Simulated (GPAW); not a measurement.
# BP (F-43m) in GPAW: reference runs

How does BP come out in PBEsol? The cell is run as given and disturbed.

Program: GPAW 26.7.0. These are calculated values, not measurements. Logs are shortened: lines on timing, memory, paths and dates and some standing lists are left out, and cuts for length are marked. The log counts tension as positive stress, the text compression.

**1. The structure**

Symmetry: F-43m, No. 216, cubic system. The conventional cell has a = 4.538 Å, b = 4.538 Å, c = 4.538 Å, α = 90.00°, β = 90.00°, γ = 90.00°. P (site symmetry -43m) is surrounded by 4 B at 1.97 Å. Around B (site symmetry -43m) lie 4 P at 1.97 Å.

**2. Single point, PBEsol**

run.py

```python
from ase import Atoms
from ase.dft.bandgap import bandgap
from ase.io import write
from ase.units import Bohr, GPa
from gpaw import GPAW, PW, setup_paths
from gpaw.elf import elf_from_dft_calculation

setup_paths.insert(0, '.')

atoms = Atoms(['P', 'B'],
              cell=[[0.0, 2.269, 2.269],
                    [2.269, 0.0, 2.269],
                    [2.269, 2.269, 0.0]],
              scaled_positions=[[0.75, 0.75, 0.75],
                                [0.0, 0.0, 0.0]],
              pbc=True)

calc = GPAW(mode=PW(800),
            xc='PBEsol',
            kpts={'size': (10, 10, 10), 'gamma': True},
            occupations={'name': 'fermi-dirac', 'width': 0.05},
            nbands=11,
            convergence={'density': 1e-05, 'energy': 1e-05},
            maxiter=150,
            txt='gpaw.txt')
atoms.calc = calc
energy = atoms.get_potential_energy()
forces = atoms.get_forces()
stress = atoms.get_stress()
calc.write('gs.gpw')
write('result.traj', atoms)
print(f'Energy: {energy:.6f} eV')
print('Forces (eV/A):')
print(forces.round(4))
print('Stress (GPa):', (stress / GPa).round(3))
print('Fermi level:', round(calc.get_fermi_level(), 4), 'eV')
print(f'Gap: {bandgap(calc)[0]:.4f} eV, direct: {bandgap(calc, direct=True)[0]:.4f} eV')

# fields on the real-space grid
write('density.cube', atoms, data=calc.get_pseudo_density() * Bohr**3)
write('potential.cube', atoms, data=calc.get_electrostatic_potential())
write('elf.cube', atoms, data=elf_from_dft_calculation(calc).data)
```

Potentials or basis: PAW data sets generated in the run's folder for this functional, pw.

The run is started by

```console
> gpaw-setup -f PBEsol B P
> OMP_NUM_THREADS=1 python run.py
```

gpaw.txt:

```text
__  _  _
 | _ |_)|_||  |
 |__||  | ||/\| - 26.7.0

Input parameters:
  mode=PW(ecut=800.0),
  convergence={'density': 1e-05, 'energy': 1e-05},
  kpts=MonkhorstPack(size=(10, 10, 10), gamma=True),
  maxiter=150,
  nbands=11,
  occupations=Occupations(name='fermi-dirac', width=0.05),
  xc=XC(name='PBEsol')

Diagonalizing LCAO Hamiltonian
Converting LCAO to pw mode

                  P

       B

Atoms  # Å, Bohr magnetons
|   | symbol |        x |        y |        z |    initial magnetic moments |
|---|--------|----------|----------|----------|-----------------------------|
| 0 |      P | 3.403500 | 3.403500 | 3.403500 | ( 0.0000,  0.0000,  0.0000) |
| 1 |      B | 0.000000 | 0.000000 | 0.000000 | ( 0.0000,  0.0000,  0.0000) |

Unit cell  # Å
| periodic |        x |        y |        z |  lengths |    angles |
|----------|----------|----------|----------|----------|-----------|
|      yes | 0.000000 | 2.269000 | 2.269000 | 3.208851 | 60.000000 |
|      yes | 2.269000 | 0.000000 | 2.269000 | 3.208851 | 60.000000 |
|      yes | 2.269000 | 2.269000 | 0.000000 | 3.208851 | 60.000000 |

Number of symmetries: 24
Symmetry operations  # r_c * U_cc + t_c -> r_c
|    | kind |            matrix            |
|----|------|------------------------------|
|  0 |  E   |  1, 0, 0,  0, 1, 0,  0, 0, 1 |
|  1 |  σ   |  1, 0, 0,  0, 0, 1,  0, 1, 0 |
|  2 |  σ   |  1, 0,-1,  0, 1,-1,  0, 0,-1 |
|  3 |  C3  |  1, 0,-1,  0, 0,-1,  0, 1,-1 |
|  4 |  C3  |  1,-1, 0,  0,-1, 1,  0,-1, 0 |
|  5 |  σ   |  1,-1, 0,  0,-1, 0,  0,-1, 1 |
|  6 |  σ   |  0, 1, 0,  1, 0, 0,  0, 0, 1 |
|  7 |  C3  |  0, 1, 0,  0, 0, 1,  1, 0, 0 |
|  8 |  C2  |  0, 1,-1,  1, 0,-1,  0, 0,-1 |
|  9 |  S4  |  0, 1,-1,  0, 0,-1,  1, 0,-1 |
| 10 |  C3  |  0, 0, 1,  1, 0, 0,  0, 1, 0 |
| 11 |  σ   |  0, 0, 1,  0, 1, 0,  1, 0, 0 |
| 12 |  S4  |  0, 0,-1,  1, 0,-1,  0, 1,-1 |
| 13 |  C3  |  0, 0,-1,  0, 1,-1,  1, 0,-1 |
| 14 |  S4  |  0,-1, 1,  1,-1, 0,  0,-1, 0 |
| 15 |  C2  |  0,-1, 1,  0,-1, 0,  1,-1, 0 |
| 16 |  C3  |  0,-1, 0,  1,-1, 0,  0,-1, 1 |
| 17 |  S4  |  0,-1, 0,  0,-1, 1,  1,-1, 0 |
| 18 |  S4  | -1, 1, 0, -1, 0, 1, -1, 0, 0 |
| 19 |  C3  | -1, 1, 0, -1, 0, 0, -1, 0, 1 |
| 20 |  C3  | -1, 0, 1, -1, 1, 0, -1, 0, 0 |
| 21 |  S4  | -1, 0, 1, -1, 0, 0, -1, 1, 0 |
| 22 |  σ   | -1, 0, 0, -1, 1, 0, -1, 0, 1 |
| 23 |  C2  | -1, 0, 0, -1, 0, 1, -1, 1, 0 |

BZ-sampling:
  Number of BZ points: 1000
  Number of IBZ points: 47

  Monkhorst-Pack size: [10, 10, 10]
  Monkhorst-Pack shift: [0.05, 0.05, 0.05]

K-points  # in reciprocal-cell coordinates
|     |                                coordinates |     weight |
|-----|--------------------------------------------|------------|
|   0 | (  0.00000000,   0.00000000,   0.00000000) | 0.00100000 |
|   1 | (  0.10000000,   0.10000000,   0.00000000) | 0.00600000 |
|   2 | (  0.10000000,   0.10000000,   0.10000000) | 0.00800000 |
|   3 | (  0.20000000,   0.10000000,   0.10000000) | 0.01200000 |
|   4 | (  0.20000000,   0.20000000,   0.00000000) | 0.00600000 |
|   5 | (  0.20000000,   0.20000000,   0.10000000) | 0.02400000 |
|   6 | (  0.20000000,   0.20000000,   0.20000000) | 0.00800000 |
|   7 | (  0.30000000,   0.20000000,   0.10000000) | 0.02400000 |
|   8 | (  0.30000000,   0.20000000,   0.20000000) | 0.02400000 |
|   9 | (  0.30000000,   0.30000000,   0.00000000) | 0.00600000 |
| ... |                                            |            |
|  46 | (  0.50000000,   0.50000000,   0.50000000) | 0.00400000 |

Plane wave coefficients: 1243
Cutoff: 800.0 eV

Spin-components: 1 (collinear spins)
Bands:           11
Projectors:      10
Spin-degeneracy: 2
Datatype:        complex128

Parallelization:
  kpt:    1
  domain: 1
  band:   1

Density:
  Valence electrons: 8.0
  Components: 1
  Grid points: [21 21 21]
  Charge: 0.0  # |e|

Potential:
  Grid points: [21 21 21]

species:
  P:
    name:    Phosphorus
    Z:       15.0
    valence: 5
    core:    10
    charge:  0.0  # [|e|]
    compensation charges:
      type: gauss
      rc: 0.30  # [Å]
      lmax: 2
    cutoffs:
      filter: 1.69  # [Å]
      core: 1.81  # [Å]
    projectors
    | kind |    occ | energy [eV] | rcut [Å] |
    |------|--------|-------------|----------|
    |   3s |  2.000 |     -13.916 |    0.953 |
    |   3p |  3.000 |      -5.479 |    0.953 |
    |    s |        |      13.296 |    0.953 |
    |    p |        |      21.732 |    0.953 |
    |    d |        |       0.000 |    0.953 |

    Using partial waves for P as LCAO basis

  B:
    name:    Boron
    Z:       5.0
    valence: 3
    core:    2
    charge:  0.0  # [|e|]
    compensation charges:
      type: gauss
      rc: 0.20  # [Å]
      lmax: 2
    cutoffs:
      filter: 1.14  # [Å]
      core: 1.42  # [Å]
    projectors
    | kind |    occ | energy [eV] | rcut [Å] |
    |------|--------|-------------|----------|
    |   2s |  2.000 |      -9.361 |    0.635 |
    |   2p |  1.000 |      -3.555 |    0.635 |
    |    s |        |      17.850 |    0.635 |
    |    p |        |      23.657 |    0.635 |
    |    d |        |       0.000 |    0.635 |

    Using partial waves for B as LCAO basis

Reference energy: -9952.749089  # eV

eigensolver:
  PPCG
  Converge bands: occupied
  niter=2

density mixing:
  MSR1-Mixer
  Pratt-step length: 0.05
  Maximum mixing coefficient: 0.75
  Old densities: 10
  SVD Regularization: 0.005
  Good broyden scale: 1.0
  Trust region scale: 1.0
  Backstep threshold: 4.0
  History deletion threshold: 6.0
  Fourier metric: weight=20.0, sigma=0.015

occupation numbers:
  Fermi-Dirac:
    width: 0.0500  # eV

poisson solver:
  ecut: 6400.0  # eV

xc functional:
  name: PBEsol with 2 nearest neighbor stencil

convergence criteria:
- Maximum integral of absolute [dens]ity change: 1e-05 electrons / valence electron
- Maximum [total energy] change in last 3 cyles: 1e-05 eV / valence electron
- Maximum integral of absolute [eigenst]ate change: 4e-08 eV^2 / valence electron
maximum number of iterations: 150

SCF iterations
|iter     | |      energy | eigst |  dens |
|---------|-|-------------|-------|-------|
|iter:   1| |  -14.355704 | +0.12 |       |
|iter:   2| |  -14.240239 | -2.14 | -0.71 |
|iter:   3| |  -13.711745 | -1.52 | -0.75 |
|iter:   4| |  -13.703701 | -3.05 | -1.46 |
|iter:   5| |  -13.703539 | -4.17 | -1.97 |
|iter:   6| |  -13.703553 | -5.39 | -2.62 |
|iter:   7| |  -13.703554c| -7.26 | -3.79 |
|iter:   8| |  -13.703554c| -7.58c| -4.39 |
|iter:   9| |  -13.703554c| -8.72c| -5.63c|

Converged in 9 steps
Energy contributions relative to reference atoms: (reference = -9952.749089)

Energy contributions:
  Kinetic:          13.513201
  Coulomb:         -11.834068
  Zero:             -0.022034
  External:          0.000000
  Xc:              -15.360653
  Entropy:          -0.000000
  Spinorbit:         0.000000
  ----------------------------
  Free energy:     -13.703554
  Extrapolated:    -13.703554

dipole moment: (-3.345391, -3.345391, -3.345391)  # |e|*Ang

Fermi level: 8.719
Eigenvalues  # (at kpt = [0.000, 0.000, 0.000])
| band index |      eig [eV] | occ [0-2] |
|------------|---------------|-----------|
|          0 |        -7.320 |     2.000 |
|          1 |         8.170 |     2.000 |
|          2 |         8.170 |     2.000 |
|          3 |         8.170 |     2.000 |
|          4 |        11.534 |     0.000 |
|          5 |        11.534 |     0.000 |
|          6 |        11.534 |     0.000 |
|          7 |        15.529 |     0.000 |
|          8 |        19.460 |     0.000 |
|          9 |        20.161 |     0.000 |
|         10 |        20.161 |     0.000 |

Gap: 1.135 eV
Transition (v -> c):
  (s=0, k=0, n=3, [0.00, 0.00, 0.00]) -> (s=0, k=24, n=4, [0.40, 0.40, 0.00])
Direct/indirect transitions are different
Direct gap: 3.365 eV
Transition at: (s=0, k=0, n=3, [0.00, 0.00, 0.00])

Forces  # eV/Ang
|        x |        y |       z |
|----------|----------|---------|
|  0.00000 | -0.00000 | 0.00000 |  # P    0
| -0.00000 | -0.00000 | 0.00000 |  # B    1

Stress tensor  # eV/Ang^3
|         x |         y |        z |
|-----------|-----------|----------|
|  0.010840 | -0.000000 | 0.000000 |
| -0.000000 |  0.010840 | 0.000000 |
|  0.000000 |  0.000000 | 0.010840 |

# Writing to gs.gpw (mode='')
```

Run time: 16 s. Hardware: 1 thread of Arm Neoverse V1, shared host; peak memory 0.15 GiB.

What came out:

```yaml
Free_energy: -13.7036 eV
Pressure: -1.7 GPa
Band_gap_on_the_k_mesh: 1.14 eV, indirect (least direct gap 3.36 eV)
```

Levels at points of the mesh, in eV from the valence-band top:
```
           k point  band 2  band 3  band 4  band 5  band 6  band 7
(0.00, 0.00, 0.00)    0.00    0.00    0.00    3.36    3.36    3.36
(0.50, 0.50, 0.00)   -8.59   -4.14   -4.14    1.23    1.52   12.05
(0.50, 0.50, 0.50)   -9.09   -1.76   -1.76    3.73    4.64    4.64
```

**3. Single point, PBEsol (atoms moved at random, drawn with an rms of 0.05 Å)**

Changes to run.py since step 2:

```diff
@@ -3,5 +3,4 @@
 from ase.io import write
-from ase.units import Bohr, GPa
+from ase.units import GPa
 from gpaw import GPAW, PW, setup_paths
-from gpaw.elf import elf_from_dft_calculation
 
@@ -13,4 +12,4 @@
                     [2.269, 2.269, 0.0]],
-              scaled_positions=[[0.75, 0.75, 0.75],
-                                [0.0, 0.0, 0.0]],
+              scaled_positions=[[0.75465, 0.755551, 0.743389],
+                                [-0.009701, 0.009047, -0.002471]],
               pbc=True)
@@ -37,6 +36 @@
 print(f'Gap: {bandgap(calc)[0]:.4f} eV, direct: {bandgap(calc, direct=True)[0]:.4f} eV')
-
-# fields on the real-space grid
-write('density.cube', atoms, data=calc.get_pseudo_density() * Bohr**3)
-write('potential.cube', atoms, data=calc.get_electrostatic_potential())
-write('elf.cube', atoms, data=elf_from_dft_calculation(calc).data)
```

Potentials or basis: PAW data sets generated in the run's folder for this functional, pw.

The run is started by

```console
> gpaw-setup -f PBEsol B P
> OMP_NUM_THREADS=1 python run.py
```

gpaw.txt:

```text
__  _  _
 | _ |_)|_||  |
 |__||  | ||/\| - 26.7.0

Input parameters:
  mode=PW(ecut=800.0),
  convergence={'density': 1e-05, 'energy': 1e-05},
  kpts=MonkhorstPack(size=(10, 10, 10), gamma=True),
  maxiter=150,
  nbands=11,
  occupations=Occupations(name='fermi-dirac', width=0.05),
  xc=XC(name='PBEsol')

Diagonalizing LCAO Hamiltonian
Converting LCAO to pw mode

                  P

       B

Atoms  # Å, Bohr magnetons
|   | symbol |        x |         y |         z |    initial magnetic moments |
|---|--------|----------|-----------|-----------|-----------------------------|
| 0 |      P | 3.401095 |  3.399050 |  3.426646 | ( 0.0000,  0.0000,  0.0000) |
| 1 |      B | 0.014921 | -0.027618 | -0.001484 | ( 0.0000,  0.0000,  0.0000) |

Unit cell  # Å
| periodic |        x |        y |        z |  lengths |    angles |
|----------|----------|----------|----------|----------|-----------|
|      yes | 0.000000 | 2.269000 | 2.269000 | 3.208851 | 60.000000 |
|      yes | 2.269000 | 0.000000 | 2.269000 | 3.208851 | 60.000000 |
|      yes | 2.269000 | 2.269000 | 0.000000 | 3.208851 | 60.000000 |

Number of symmetries: 1
Symmetry operations  # r_c * U_cc + t_c -> r_c
|   | kind |            matrix            |
|---|------|------------------------------|
| 0 |  E   |  1, 0, 0,  0, 1, 0,  0, 0, 1 |

BZ-sampling:
  Number of BZ points: 1000
  Number of IBZ points: 504

  Monkhorst-Pack size: [10, 10, 10]
  Monkhorst-Pack shift: [0.05, 0.05, 0.05]

K-points  # in reciprocal-cell coordinates
|     |                                coordinates |     weight |
|-----|--------------------------------------------|------------|
|   0 | (  0.00000000,   0.00000000,   0.00000000) | 0.00100000 |
|   1 | (  0.00000000,   0.00000000,   0.10000000) | 0.00200000 |
|   2 | (  0.00000000,   0.00000000,   0.20000000) | 0.00200000 |
|   3 | (  0.00000000,   0.00000000,   0.30000000) | 0.00200000 |
|   4 | (  0.00000000,   0.00000000,   0.40000000) | 0.00200000 |
|   5 | (  0.00000000,   0.00000000,   0.50000000) | 0.00100000 |
|   6 | (  0.00000000,   0.10000000,  -0.40000000) | 0.00200000 |
|   7 | (  0.00000000,   0.10000000,  -0.30000000) | 0.00200000 |
|   8 | (  0.00000000,   0.10000000,  -0.20000000) | 0.00200000 |
|   9 | (  0.00000000,   0.10000000,  -0.10000000) | 0.00200000 |
| ... |                                            |            |
| 503 | (  0.50000000,   0.50000000,   0.50000000) | 0.00100000 |

Plane wave coefficients: 1243
Cutoff: 800.0 eV

Spin-components: 1 (collinear spins)
Bands:           11
Projectors:      10
Spin-degeneracy: 2
Datatype:        complex128

Parallelization:
  kpt:    1
  domain: 1
  band:   1

Density:
  Valence electrons: 8.0
  Components: 1
  Grid points: [21 21 21]
  Charge: 0.0  # |e|

Potential:
  Grid points: [21 21 21]

species:
  P:
    name:    Phosphorus
    Z:       15.0
    valence: 5
    core:    10
    charge:  0.0  # [|e|]
    compensation charges:
      type: gauss
      rc: 0.30  # [Å]
      lmax: 2
    cutoffs:
      filter: 1.69  # [Å]
      core: 1.81  # [Å]
    projectors
    | kind |    occ | energy [eV] | rcut [Å] |
    |------|--------|-------------|----------|
    |   3s |  2.000 |     -13.916 |    0.953 |
    |   3p |  3.000 |      -5.479 |    0.953 |
    |    s |        |      13.296 |    0.953 |
    |    p |        |      21.732 |    0.953 |
    |    d |        |       0.000 |    0.953 |

    Using partial waves for P as LCAO basis

  B:
    name:    Boron
    Z:       5.0
    valence: 3
    core:    2
    charge:  0.0  # [|e|]
    compensation charges:
      type: gauss
      rc: 0.20  # [Å]
      lmax: 2
    cutoffs:
      filter: 1.14  # [Å]
      core: 1.42  # [Å]
    projectors
    | kind |    occ | energy [eV] | rcut [Å] |
    |------|--------|-------------|----------|
    |   2s |  2.000 |      -9.361 |    0.635 |
    |   2p |  1.000 |      -3.555 |    0.635 |
    |    s |        |      17.850 |    0.635 |
    |    p |        |      23.657 |    0.635 |
    |    d |        |       0.000 |    0.635 |

    Using partial waves for B as LCAO basis

Reference energy: -9952.749089  # eV

eigensolver:
  PPCG
  Converge bands: occupied
  niter=2

density mixing:
  MSR1-Mixer
  Pratt-step length: 0.05
  Maximum mixing coefficient: 0.75
  Old densities: 10
  SVD Regularization: 0.005
  Good broyden scale: 1.0
  Trust region scale: 1.0
  Backstep threshold: 4.0
  History deletion threshold: 6.0
  Fourier metric: weight=20.0, sigma=0.015

occupation numbers:
  Fermi-Dirac:
    width: 0.0500  # eV

poisson solver:
  ecut: 6400.0  # eV

xc functional:
  name: PBEsol with 2 nearest neighbor stencil

convergence criteria:
[... 6 lines left out ...]
|iter     | |      energy | eigst |  dens |
|---------|-|-------------|-------|-------|
|iter:   1| |  -14.343094 | +0.12 |       |
|iter:   2| |  -14.227473 | -2.14 | -0.71 |
|iter:   3| |  -13.698617 | -1.52 | -0.75 |
|iter:   4| |  -13.690528 | -3.05 | -1.46 |
|iter:   5| |  -13.690364 | -4.17 | -1.97 |
|iter:   6| |  -13.690378 | -5.38 | -2.62 |
|iter:   7| |  -13.690378c| -7.26 | -3.79 |
|iter:   8| |  -13.690378c| -7.58c| -4.39 |
|iter:   9| |  -13.690378c| -8.71c| -5.63c|

Converged in 9 steps
Energy contributions relative to reference atoms: (reference = -9952.749089)

Energy contributions:
  Kinetic:          13.562273
  Coulomb:         -11.866312
  Zero:             -0.022059
  External:          0.000000
  Xc:              -15.364280
  Entropy:          -0.000002
  Spinorbit:         0.000000
  ----------------------------
  Free energy:     -13.690379
  Extrapolated:    -13.690378

dipole moment: (3.708248, 10.448369, 3.759454)  # |e|*Ang

Fermi level: 8.856
Eigenvalues  # (at kpt = [0.000, 0.000, 0.000])
| band index |      eig [eV] | occ [0-2] |
|------------|---------------|-----------|
|          0 |        -7.322 |     2.000 |
|          1 |         7.968 |     2.000 |
|          2 |         8.038 |     2.000 |
|          3 |         8.509 |     1.998 |
|          4 |        11.315 |     0.000 |
|          5 |        11.616 |     0.000 |
|          6 |        11.664 |     0.000 |
|          7 |        15.524 |     0.000 |
|          8 |        19.452 |     0.000 |
|          9 |        20.160 |     0.000 |
|         10 |        20.160 |     0.000 |

Gap: 0.788 eV
Transition (v -> c):
  (s=0, k=0, n=3, [0.00, 0.00, 0.00]) -> (s=0, k=436, n=4, [0.40, 0.40, 0.00])
Direct/indirect transitions are different
Direct gap: 2.806 eV
Transition at: (s=0, k=0, n=3, [0.00, 0.00, 0.00])

Forces  # eV/Ang
|        x |        y |        z |
|----------|----------|----------|
|  0.29753 | -0.41676 | -0.44593 |  # P    0
| -0.29753 |  0.41675 |  0.44593 |  # B    1

Stress tensor  # eV/Ang^3
|         x |         y |         z |
|-----------|-----------|-----------|
|  0.009953 | -0.007523 | -0.007016 |
| -0.007523 |  0.010129 |  0.004934 |
| -0.007016 |  0.004934 |  0.010180 |

# Writing to gs.gpw (mode='')
```

It took 2.2 min on 1 thread of Arm Neoverse V1, shared host; peak memory 0.37 GiB.

Results:

```
Free energy            : -13.6904 eV
Pressure               : -1.6 GPa
Largest force          : 0.679 eV/Å
Band gap on the k mesh : 0.79 eV, indirect (least direct gap 2.81 eV)
```

Forces in eV/Å, atoms in the order of the input:
```
P    0.298 -0.417 -0.446
B   -0.298  0.417  0.446
```

Stress tensor (GPa, compression positive):
```
-1.59  1.21  1.12
 1.21 -1.62 -0.79
 1.12 -0.79 -1.63
```

Levels at points of the mesh, in eV from the valence-band top:
```csv
k point,band 1,band 2,band 3,band 4,band 5,band 6,band 7
"(0.00, 0.00, 0.00)",-15.83,-0.54,-0.47,0.00,2.81,3.11,3.16
"(0.00, 0.00, 0.50)",-12.47,-9.47,-2.26,-1.90,3.38,4.10,4.56
"(0.00, 0.50, 0.00)",-12.47,-9.46,-2.27,-1.90,3.38,4.09,4.56
"(0.00, 0.50, 0.50)",-10.96,-8.93,-4.52,-4.43,0.88,1.18,11.71
"(0.50, 0.00, 0.00)",-12.53,-9.29,-2.18,-2.12,3.37,4.18,4.25
"(0.50, 0.00, 0.50)",-10.96,-8.93,-4.54,-4.41,0.87,1.19,11.70
"(0.50, 0.50, 0.00)",-10.96,-8.93,-4.54,-4.41,0.87,1.19,11.70
"(0.50, 0.50, 0.50)",-12.46,-9.49,-2.24,-1.91,3.39,4.13,4.56
```
